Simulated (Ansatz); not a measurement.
# Ta2N (P-3m1) in Ansatz: a series of runs

Aim: see how the results for Ta2N move with the level of theory and the settings. Levels: RPBE, RPBE+D3(BJ). Tasks: relaxation of cell and atoms.

Program: Ansatz 0.2.0. These are calculated values, not measurements. Logs are shortened: lines on timing, memory, paths and dates and some standing lists are left out, and cuts for length are marked.

### 1 The crystal as given

Symmetry: P-3m1, No. 164, trigonal system. The conventional cell has a = 3.113 Å, b = 3.113 Å, c = 4.870 Å, α = 90.00°, β = 90.00°, γ = 120.00°. Ta (site symmetry 3m) is surrounded by 3 N at 2.18 Å. N (site symmetry -3m) is surrounded by 6 Ta at 2.18 Å.

The cell comes from a database or a generator and needn't be the stable form of this composition.

### 2 Relaxation of cell and atoms, RPBE

Contents of input.yaml:

```yaml
crystal:
  lattice:
    - [3.112861506, 0.0, 0.0]
    - [-1.556430753, 2.6958171426, 0.0]
    - [0.0, 0.0, 4.869841]
  atoms:
    - { symbol: Ta, position: [0.3333333333, 0.6666666667, 0.254711] }
    - { symbol: Ta, position: [0.6666666667, 0.3333333333, 0.745289] }
    - { symbol: "N", position: [0.0, 0.0, 0.0] }
hamiltonian:
  xc: rpbe
  pseudopotentials: { kind: paw }
kpoints:
  mp_grid: { grid: [10, 10, 6] }
scf:
  occupations: { method: fermi_dirac, width: 0.05 }
output:
  forces: true
  stress: true
  eigenvalues: true
relax:
  f_tol: 0.01
  max_steps: 40
  cell: { stress_tol: 0.05 }
```

Potentials or basis: Ansatz PAW.

Command:

```sh
ansatz run input.yaml --threads 2 --pin off --max-ram 5632MiB --backend cpu --events-out ev --progress --plain --runs-dir out
```

What it wrote:

```text
Warning: RAYON_NUM_THREADS=2 ignored (pool sized by the plan → 2); use --threads N
Engine: ansatz 0.2.0, x86_64-unknown-linux-gnu
Pseudopotentials: kind: paw
Pseudopotential: Ta, paw, valence charge 13, recommended cutoff 420 eV (normal), Ta.paw.azcp
Pseudopotential: N, paw, valence charge 5, recommended cutoff 420 eV (normal), N.paw.azcp
Functional definition: RPBE
  parameter kappa = 0.804
  parameter beta = 0.06672455060314922
  exchange = rpbe_x(kappa = kappa, mu = beta*pi^2/3)
  correlation = pbe_c(beta = beta)
Crystal: 3 atoms, lattice volume = 40.866 Å³
Basis set: ecut = 420 eV, 797 PW (Γ), exchange–correlation on 48×48×72 points (8 copies of the dense FFT grid, shifted against one another)
Bands: 20, of which v1, the nominal top of the filled ones, is band 16 counted from 1 (15 counted from 0)
Symmetry: 12 space group operations
Space group: P-3m1 (ITA 164), of the structure as read, at distance tolerance 3.4e-5 Å
k-points: 72 of 600
Non-local potential: Ta, projectors of the file, l = 0: 3, l = 1: 2, l = 2: 2, l = 3: 1
Non-local potential: N, projectors of the file, l = 0: 2, l = 1: 2, l = 2: 1
PAW form: soft (Blöchl's): semilocal exchange-correlation on the pseudo side does not see the compensation charge
PAW frozen core: Ta, regenerated for the run's functional, and the local potential with it (the file was generated under x = pbe(κ = 0.804, μ = 0.2195149727645171), c = pbe(β = 0.06672455060314922))
PAW frozen core: N, regenerated for the run's functional, and the local potential with it (the file was generated under x = pbe(κ = 0.804, μ = 0.2195149727645171), c = pbe(β = 0.06672455060314922))
PAW one-centre angular grid: Ta, 590 points (default); XC on 64 Gauss nodes
PAW one-centre angular grid: N, 110 points (default); XC on 64 Gauss nodes
Initial density: superposition of atomic densities (neutral atoms: chi_scale 0, normalization atom), corrected by the library's trained network
Initial wavefunctions: pseudopotential atomic-orbital guess
Functional: x = rpbe, c = pbe(β = 0.06672455060314922)
SCF iter   1: F=—  HF=-20277.410838 eV  |F-HF|=—  |Δ(HF+E_count)|=         —  Δρ=5.20e-3  dr2=9.77e-3  ethr=1.77e-3  ⟨swp⟩=5.9  Hψ=6577  notcnv=0
preconditioner: auto → Kerker (q_TF=auto, 2.605 Å⁻¹)  [metal: Δε(μ)=0.020 eV  Ē_g=8.366 eV  σ=0.050 eV  W_gap=0.10  n_scr=10 (ndim 8)  ℏωp=22.5 eV  f_vac=0.000  D(μ)=1.76/eV (n_scr^D=22)]
SCF iter   2: F=—  HF=-20277.409997 eV  |F-HF|=—  |Δ(HF+E_count)|=   8.41e-4  Δρ=3.25e-3  dr2=4.31e-3  ethr=3.15e-5  ⟨swp⟩=1.0  Hψ=2017  notcnv=0
SCF iter   3: F=—  HF=-20277.409436 eV  |F-HF|=—  |Δ(HF+E_count)|=   5.61e-4  Δρ=4.19e-4  dr2=7.12e-5  ethr=1.39e-5  ⟨swp⟩=2.4  Hψ=2085  notcnv=0
SCF iter   4: F=—  HF=-20277.409437 eV  |F-HF|=—  |Δ(HF+E_count)|=   9.06e-7  Δρ=7.67e-5  dr2=3.08e-6  ethr=2.30e-7  ⟨swp⟩=2.7  Hψ=2421  notcnv=0
SCF iter   5: F=—  HF=-20277.409436 eV  |F-HF|=—  |Δ(HF+E_count)|=   2.33e-7  Δρ=2.58e-5  dr2=2.02e-7  ethr=9.94e-9  ⟨swp⟩=2.0  Hψ=1846  notcnv=0
SCF iter   6: F=—  HF=-20277.409436 eV  |F-HF|=—  |Δ(HF+E_count)|=   2.29e-8  Δρ=1.51e-5  dr2=1.02e-7  ethr=3.23e-10  ⟨swp⟩=6.1  Hψ=5897  notcnv=0
SCF iter   7: F=-20277.409436 eV  HF=-20277.409436 eV  |F-HF|=2.84e-10  |Δ(HF+E_count)|=   1.95e-8  Δρ=2.51e-6  dr2=2.13e-9  ethr=3.23e-10  ⟨swp⟩=4.0  Hψ=3909  notcnv=0
SCF 1 converged in 7 iterations: F = -20277.409436 eV  dr2 = 2.13e-9
relax step   1: F+E_penalty+E_count = -20277.40943647 eV  Δ(F+E_penalty+E_count) = +0.000e0 eV  max|allowed force component| = 9.265e-2 eV/Å  Δτ_max = 0.0000 Å  P = +2.603 GPa  Ω = 40.866 Å³  (7 SCF iters, dr2 threshold 1.00e-7 eV, accepted)
Crystal: 3 atoms, lattice volume = 42.129 Å³
Basis set: ecut = 420 eV, 833 PW (Γ), exchange–correlation on 48×48×72 points (8 copies of the dense FFT grid, shifted against one another)
Initial density: handed on by an earlier stage of this run
Initial wavefunctions: those handed on with the density
iter 1 solved again at ethr=6.67e-5 eV; its pass at ethr=3.10e-3 eV (dr2=2.07e-2 eV) is discarded
SCF iter   1: F=—  HF=-20277.388140 eV  |F-HF|=—  |Δ(HF+E_count)|=         —  Δρ=4.23e-3  dr2=2.04e-2  ethr=6.67e-5  ⟨swp⟩=1.0  Hψ=8988  notcnv=0
preconditioner: auto → Kerker (q_TF=auto, 2.592 Å⁻¹)  [metal: Δε(μ)=0.024 eV  Ē_g=8.255 eV  σ=0.050 eV  W_gap=0.12  n_scr=10 (ndim 8)  ℏωp=22.2 eV  f_vac=0.000  D(μ)=1.50/eV (n_scr^D=10)]
SCF iter   2: F=—  HF=-20277.385372 eV  |F-HF|=—  |Δ(HF+E_count)|=   2.77e-3  Δρ=2.63e-3  dr2=8.43e-3  ethr=6.59e-5  ⟨swp⟩=1.0  Hψ=1440  notcnv=0
[... 38 lines left out ...]
SCF 5 converged in 3 iterations: F = -20277.413342 eV  dr2 = 1.98e-7
relax step   5: F+E_penalty+E_count = -20277.41334155 eV  Δ(F+E_penalty+E_count) = -1.130e-4 eV  max|allowed force component| = 5.826e-3 eV/Å  Δτ_max = 0.0001 Å  P = -0.186 GPa  Ω = 41.247 Å³  energy of the carried Pulay correction = -6.217e-4 eV  (3 SCF iters, dr2 threshold 3.00e-7 eV, accepted)
iter 1 solved again at ethr=2.23e-7 eV; its pass at ethr=3.10e-3 eV (dr2=6.93e-5 eV) is discarded
SCF iter   1: F=—  HF=-20277.413510 eV  |F-HF|=—  |Δ(HF+E_count)|=         —  Δρ=3.84e-4  dr2=8.50e-5  ethr=2.23e-7  ⟨swp⟩=2.1  Hψ=8430  notcnv=0
preconditioner: auto → Kerker (q_TF=auto, 2.602 Å⁻¹)  [metal: Δε(μ)=0.017 eV  Ē_g=8.291 eV  σ=0.050 eV  W_gap=0.08  n_scr=10 (ndim 8)  ℏωp=22.4 eV  f_vac=0.000  D(μ)=1.59/eV (n_scr^D=10)]
SCF iter   2: F=—  HF=-20277.413503 eV  |F-HF|=—  |Δ(HF+E_count)|=   7.01e-6  Δρ=2.23e-4  dr2=3.58e-5  ethr=2.23e-7  ⟨swp⟩=1.0  Hψ=1442  notcnv=0
SCF iter   3: F=—  HF=-20277.413492 eV  |F-HF|=—  |Δ(HF+E_count)|=   1.06e-5  Δρ=8.74e-5  dr2=3.23e-6  ethr=1.15e-7  ⟨swp⟩=2.0  Hψ=1863  notcnv=0
SCF iter   4: F=—  HF=-20277.413492 eV  |F-HF|=—  |Δ(HF+E_count)|=   9.01e-7  Δρ=2.47e-5  dr2=3.95e-7  ethr=1.04e-8  ⟨swp⟩=2.0  Hψ=1943  notcnv=0
SCF iter   5: F=-20277.413491 eV  HF=-20277.413491 eV  |F-HF|=2.36e-8  |Δ(HF+E_count)|=   7.52e-8  Δρ=8.90e-6  dr2=3.51e-8  ethr=8.29e-10  ⟨swp⟩=4.7  Hψ=5034  notcnv=0
SCF 6 converged in 5 iterations: F = -20277.413491 eV  dr2 = 3.51e-8
relax step   6: F+E_penalty+E_count = -20277.41349142 eV  Δ(F+E_penalty+E_count) = -1.499e-4 eV  max|allowed force component| = 2.137e-3 eV/Å  Δτ_max = 0.0006 Å  P = +0.003 GPa  Ω = 41.213 Å³  energy of the carried Pulay correction = -5.674e-4 eV  (5 SCF iters, dr2 threshold 2.57e-7 eV, accepted)
Initial wavefunctions: pseudopotential atomic-orbital guess (no wavefunctions were taken with the density)
iter 1 solved again at ethr=5.84e-8 eV; its pass at ethr=3.10e-3 eV (dr2=1.81e-5 eV) is discarded
SCF iter   1: F=—  HF=-20277.414126 eV  |F-HF|=—  |Δ(HF+E_count)|=         —  Δρ=1.58e-4  dr2=3.36e-7  ethr=5.84e-8  ⟨swp⟩=3.9  Hψ=10444  notcnv=0
preconditioner: auto → Kerker (q_TF=auto, 2.602 Å⁻¹)  [metal: Δε(μ)=0.018 eV  Ē_g=8.291 eV  σ=0.050 eV  W_gap=0.09  n_scr=10 (ndim 8)  ℏωp=22.4 eV  f_vac=0.000  D(μ)=1.60/eV (n_scr^D=10)]
SCF iter   2: F=—  HF=-20277.414150 eV  |F-HF|=—  |Δ(HF+E_count)|=   2.39e-5  Δρ=8.06e-5  dr2=9.37e-8  ethr=1.08e-9  ⟨swp⟩=1.6  Hψ=1710  notcnv=0
SCF iter   3: F=—  HF=-20277.414156 eV  |F-HF|=—  |Δ(HF+E_count)|=   6.20e-6  Δρ=3.77e-6  dr2=4.40e-9  ethr=3.02e-10  ⟨swp⟩=2.1  Hψ=2004  notcnv=0
SCF iter   4: F=—  HF=-20277.414156 eV  |F-HF|=—  |Δ(HF+E_count)|=   1.11e-9  Δρ=1.33e-6  dr2=3.05e-10  ethr=1.42e-11  ⟨swp⟩=2.0  Hψ=1860  notcnv=0
SCF iter   5: F=-20277.414156 eV  HF=-20277.414156 eV  |F-HF|=7.28e-12  |Δ(HF+E_count)|=  9.75e-10  Δρ=1.81e-7  dr2=5.53e-12  ethr=1.00e-12  ⟨swp⟩=6.3  Hψ=6734  notcnv=0
SCF 7 converged in 5 iterations: F = -20277.414156 eV  dr2 = 5.53e-12
relax step   7: F+E_penalty+E_count = -20277.41415592 eV  Δ(F+E_penalty+E_count) = -6.645e-4 eV  max|allowed force component| = 2.130e-3 eV/Å  Δτ_max = 0.0000 Å  P = +0.026 GPa  Ω = 41.213 Å³  stress off target by 2.70e-2 GPa  SCF on the basis re-selected at this cell (its energy is not comparable with the rows above)  (5 SCF iters)
basis re-selected at this cell: Δ(F+E_penalty+E_count) = -6.645e-4 eV, ΔP = +0.024 GPa vs the last step (what re-selecting the basis moved, of the pressure what is left beyond the Pulay correction that the steps carried, after the strain that the cell walked since its last selection, with what the two solves' SCF thresholds leave and, on support functions, any second-order correction that the steps lacked; it is no measure of the basis error at this ecutwfc). This SCF's stress stands 2.70e-2 GPa from its target on what of the cell is left free (relax.cell.stress_tol is 5.00e-2 GPa) and its largest allowed force component is 2.13e-3 eV/Å (relax.f_tol is 1.00e-2 eV/Å): within both
SCF converged after 5 iterations
Free energy (F): -20277.414156 eV
Harris-Foulkes:  -20277.414156 eV  (|F-HF|=7.28e-12)
Internal energy: -20277.401552 eV  (E = F + TS)
E sigma→0 (E₀):  -20277.407854 eV
Entropy (-TS):   -0.012604 eV (-4.201 meV/atom)
Fermi energy:    19.533447 eV
--- Per-component energies (eV) ---
  E_band       = -183.286489
  E_kinetic    = 863.251483
  E_local      = -1254.092968  (includes V_loc(G=0)·N_el)
  E_nonlocal   = 70.711411
  E_hartree    = 432.531084
  E_xc         = -498.537365
  E_vxc        = -485.400470  (∫ρ·V_xc dr)
  E_paw        = -16946.054151  (= ΣΔE_a)
  E_vpaw       = -242.818515  (= ΣTr[D̂ρ^β])
  E_aug_tail   = 0.000392  (compensation charges beyond the density's cutoff)
  E_ewald      = -2945.137494
  E_core_change = -0.073944  (= ΣΔE_core)
  E_smearing   = -0.012604  (= −TS)
  E_closure    = -0.000000  (closes the sum)
  Σ components = -20277.414156   (vs F -20277.414156, Δ=0.00e0)
--- Forces (eV/Å), atoms counted from 1 ---
  atom   1  Ta     0.00000000    -0.00000000    -0.00213032
  atom   2  Ta     0.00000000     0.00000000     0.00213032
  atom   3  N     -0.00000000     0.00000000     0.00000000
  max |Σ_I F_I| component: 3.70e-17 eV/Å
--- Stress (GPa, compression-positive) ---
        0.025972      -0.000000      -0.000000
       -0.000000       0.025972       0.000000
        0.000000       0.000000       0.026968
  P = ⅓ Tr σ = 0.0263 GPa (0.263 kbar)
--- Band table (eV; the first three rows and the last of 72) ---
  k-point 0: bands = ["-49.1578", "-49.0871", "-16.1558", "-15.4558", "-15.4558", "-15.3408", "-15.3408", "-15.2485", "2.0838", "11.1897", "13.6115", "13.6115", "14.4767", "18.7993", "19.3071", "19.3071", "19.7402", "19.8909", "19.8909", "20.6428"]
  k-point 1: bands = ["-49.1531", "-49.0918", "-16.0990", "-15.4485", "-15.4485", "-15.3482", "-15.3482", "-15.3135", "2.1346", "11.0063", "13.5667", "13.5667", "14.8368", "18.3101", "19.0378", "19.0378", "20.1198", "20.1198", "20.2571", "21.1213"]
  k-point 2: bands = ["-49.1405", "-49.1045", "-15.9416", "-15.4873", "-15.4290", "-15.4290", "-15.3678", "-15.3678", "2.2384", "10.6871", "13.4821", "13.4821", "15.6911", "17.5768", "18.6366", "18.6366", "20.9062", "20.9661", "20.9661", "21.7897"]
  k-point 71: bands = ["-49.0839", "-49.0829", "-15.9863", "-15.9705", "-15.8054", "-15.7808", "-15.4078", "-15.4052", "2.9871", "11.7932", "12.1150", "13.1525", "17.0670", "17.4694", "17.5878", "19.7861", "19.9498", "21.2257", "23.1054", "23.7198"]
--- Relaxed structure (6 steps of the walk, 5 accepted, 1 SCFs on fresh bases) ---
  F+E_penalty+E_count = -20277.41415592 eV   max|allowed force component| = 2.130e-3 eV/Å   (the final SCF, on the basis selected at the relaxed cell)
  cell:  # Å, volume = 41.2135 Å³
    - [3.1108517427596913, 0.0, 0.0]
    - [-1.5554258713798457, 2.6940766366369866, -6.431288038001247e-32]
    - [0.0, -1.1617757627181257e-31, 4.917563098191091]
  atoms:
    - { symbol: Ta, position: [0.3333333333333333, 0.6666666666666666, 0.25572511712100116] }
    - { symbol: Ta, position: [0.6666666666666665, 0.3333333333333333, 0.7442748828789988] }
    - { symbol: N, position: [2.2618402309768294e-34, 1.2403023642809468e-35, -3.2944368572595385e-83] }
```

Wall time 8.9 s (2 threads of Intel Xeon Platinum 8375C at 2.90GHz (Ice Lake), shared host); peak memory 0.43 GiB.

Results:

```
Free energy                            : -20277.4142 eV
Relaxed volume                         : 13.74 Å³/atom
Relaxed cell                           : a = 3.111 Å, b = 3.111 Å, c = 4.918 Å, α = 90.00°, β = 90.00°, γ = 120.00°
Space group after relaxing (to 0.05 Å) : P-3m1 (No. 164)
Energy gained by relaxing              : 1.6 meV/atom
Ionic steps                            : 6
Pressure after relaxing                : 0.0 GPa
Band gap on the k mesh                 : none (metal or under the smearing width)
```

Forces on the atoms (eV/Å):
```
Ta   0.000  0.000 -0.002
Ta   0.000  0.000  0.002
N    0.000  0.000  0.000
```

Step by step:
| step | energy change (eV) | largest force (eV/Å) | volume (Å³) |
| --- | --- | --- | --- |
| 1 | 0.0000 | 0.0926 | 40.87 |
| 2 | -0.0033 | 0.1048 | 41.21 |
| 3 | -0.0038 | 0.0153 | 41.26 |
| 4 | -0.0039 | 0.0058 | 41.25 |
| 5 | -0.0041 | 0.0021 | 41.21 |
| 6 | -0.0047 | 0.0021 | 41.21 |

Final structure:
```
Ta N
1.0
     3.11085    0.00000    0.00000
    -1.55543    2.69408    0.00000
     0.00000    0.00000    4.91756
Ta N
2 1
Direct
  0.33333 0.66667 0.25573
  0.66667 0.33333 0.74427
  0.00000 0.00000 0.00000
```

Levels at points of the mesh, in eV from the Fermi level:
| k point | band 12 | band 13 | band 14 | band 15 | band 16 | band 17 | band 18 | band 19 | band 20 |
| --- | --- | --- | --- | --- | --- | --- | --- | --- | --- |
| (0.00, 0.00, 0.00) | -5.92 | -5.06 | -0.73 | -0.23 | -0.23 | 0.21 | 0.36 | 0.36 | 1.11 |
| (0.00, 0.00, -0.50) | -6.09 | -2.96 | -2.71 | -1.05 | -1.05 | 1.68 | 1.87 | 2.27 | 2.27 |
| (0.00, -0.50, 0.00) | -6.27 | -4.50 | -2.63 | -1.40 | 1.58 | 1.92 | 3.72 | 3.94 | 4.08 |
| (0.00, -0.50, -0.50) | -6.02 | -3.28 | -2.20 | -2.13 | -0.39 | 0.71 | 3.33 | 3.56 | 3.99 |

Caveat: the plane-wave basis is chosen anew once the cell has moved, so the energies of steps on either side of that aren't comparable; the PAW data sets come from PBE, with cores solved anew for the run's functional, which leaves a small shift of forces and pressure. Spin-orbit coupling is left out, which matters for the levels of Ta.

### 3 Relaxation of cell and atoms, RPBE+D3(BJ)

input.yaml: that of step 2 with these lines changed.

```diff
@@ -12,2 +12,3 @@
   pseudopotentials: { kind: paw }
+  dispersion: d3bj
 kpoints:
```

Potentials or basis: Ansatz PAW.

Command:

```sh
ansatz run input.yaml --threads 2 --pin off --max-ram 5632MiB --backend cpu --events-out ev --progress --plain --runs-dir out
```

It took 9.8 s on 2 threads of Intel Xeon Platinum 8375C at 2.90GHz (Ice Lake), shared host; peak memory 0.42 GiB.

Results (log left out):

- Free energy: -20288.2387 eV
- Relaxed volume: 11.92 Å³/atom
- Relaxed cell: a = 2.953 Å, b = 2.953 Å, c = 4.734 Å, α = 90.00°, β = 90.00°, γ = 120.00°
- Space group after relaxing (to 0.05 Å): P-3m1 (No. 164)
- Energy gained by relaxing: 233.7 meV/atom
- Ionic steps: 8
- Pressure after relaxing: 0.0 GPa
- Band gap on the k mesh: none (metal or under the smearing width)

The path:
```
step  energy change (eV)  largest force (eV/Å)  volume (Å³)
   1              0.0000                0.0527        40.87
   2             -0.6149                1.9431        35.29
   3             -0.7028                0.2553        35.93
   4             -0.7057                0.0150        35.79
   5             -0.7058                0.0014        35.78
   6             -0.7012                0.0012        35.78
   7             -0.7013                0.0015        35.75
   8             -0.7012                0.0014        35.75
```

Final structure:
```xyz
3
Lattice="2.9531 0.0000 0.0000 -1.4766 2.5575 0.0000 0.0000 0.0000 4.7338" Properties=species:S:1:pos:R:3 pbc="T T T"
Ta    0.0000    1.7050    1.2313
Ta    1.4766    0.8525    3.5026
N     0.0000    0.0000    0.0000
```

Levels at points of the mesh, in eV from the Fermi level:
```csv
k point,band 13,band 14,band 15,band 16,band 17,band 18,band 19,band 20
"(0.00, 0.00, 0.00)",-5.00,-1.01,-0.28,-0.28,0.06,0.59,0.59,1.17
"(0.00, 0.00, -0.50)",-3.63,-2.66,-1.20,-1.20,1.92,2.87,2.87,2.90
"(0.00, -0.50, 0.00)",-5.35,-2.77,-1.17,1.62,2.46,4.79,4.85,5.00
"(0.00, -0.50, -0.50)",-3.75,-2.20,-2.10,-0.70,0.77,4.33,4.60,5.00
```

Caveat: the plane-wave basis is chosen anew once the cell has moved, so the energies of steps on either side of that aren't comparable; pairwise dispersion overbinds metals, which lowers pressure and volume; the PAW data sets come from PBE, with cores solved anew for the run's functional, which leaves a small shift of forces and pressure. Spin-orbit coupling is left out, which matters for the levels of Ta.
